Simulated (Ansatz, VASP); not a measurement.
# Two plane-wave programs on Al2Pt

File INCAR:

```
  PREC = Accurate
  ENCUT = 520
  EDIFF = 1E-8
  ISMEAR = -1
  SIGMA = 0.05
  LREAL = F
  LASPH = T
  NELM = 100
  ALGO = Normal
  ISIF = 2
  LWAVE = F
  LCHARG = F
  GGA = PE
  LEFG = T
  NBANDS = 15
```

KPOINTS

```
regular mesh
0
Gamma
  9 9 9
```

The input POSCAR:

```
Al2Pt
1.0
    0.0000000000      2.9550000000      2.9550000000
    2.9550000000      0.0000000000      2.9550000000
    2.9550000000      2.9550000000      0.0000000000
Al Pt
2 1
Direct
    0.2125000000      0.2125000000      0.2125000000
    0.7500000000      0.7500000000      0.7500000000
    0.0375000000      0.0375000000      0.0375000000
```

Input for Ansatz:

```yaml
crystal:
  lattice:
    - [0.0, 2.955, 2.955]
    - [2.955, 0.0, 2.955]
    - [2.955, 2.955, 0.0]
  atoms:
    - { symbol: Al, position: [0.2125, 0.2125, 0.2125] }
    - { symbol: Al, position: [0.75, 0.75, 0.75] }
    - { symbol: Pt, position: [0.0375, 0.0375, 0.0375] }
kpoints:
  mp_grid: { grid: [9, 9, 9] }
scf:
  occupations: { method: fermi_dirac, width: 0.05 }
hamiltonian:
  xc: pbe
  pseudopotentials: { kind: paw }
output:
  forces: true
  stress: true
  eigenvalues: true
  efg: { contact_densities: true }
  populations: true
  write_density: true
  write_potential: true
  elf: true
  volumetric_format: npy
```

Change from the starting cell: shortest bond scaled by 0.7, PAW files.

Alike in both runs: task electric field gradients; functional PBE; k mesh 9 × 9 × 9; occupations fermi-dirac, width 0.05 eV; no spin polarisation.

```csv
,VASP,Ansatz
version,VASP 6.6.1,Ansatz 0.2.0
potentials or method,"VASP PAW PBE potentials, release 64 (Al, Pt)","PAW with Ansatz's default frozen-core files, scalar-relativistic"
plane-wave cutoff (eV),520,420
valence electrons in the cell,16,24
```

VASP gave:

| Property | Result |
| --- | --- |
| pressure (GPa) | 38.9 |
| largest component of the traceless stress (GPa) | 32.88 |
| rms of the force components (eV/Å) | 9.650 |
| Vzz of the field gradient on the site that differs most (V/Å²) | -86.1 |

**Question.** Which values does Ansatz return?

**Answer.** Pressure (GPa): 40.5; largest component of the traceless stress (GPa): 34.41; rms of the force components (eV/Å): 10.032; Vzz of the field gradient on the site that differs most (V/Å²): 214.9.

Atom by atom the forces differ by 0.383 eV/Å (rms over components). One of these differences is far larger than is usual between the two programs; its cause wasn't traced. The two sets of potentials don't hold the same shells in valence. Ansatz warned: «gradients_without_spin_orbit».

Caveats: so large a pressure means that the cell lies far from this level's equilibrium, or that cutoff or potentials fall short (VASP); forces of over 1 eV/Å show positions far from the minimum, so gaps and moduli don't describe the material at rest. Spin-orbit coupling is left out, which matters for the levels of Pt.
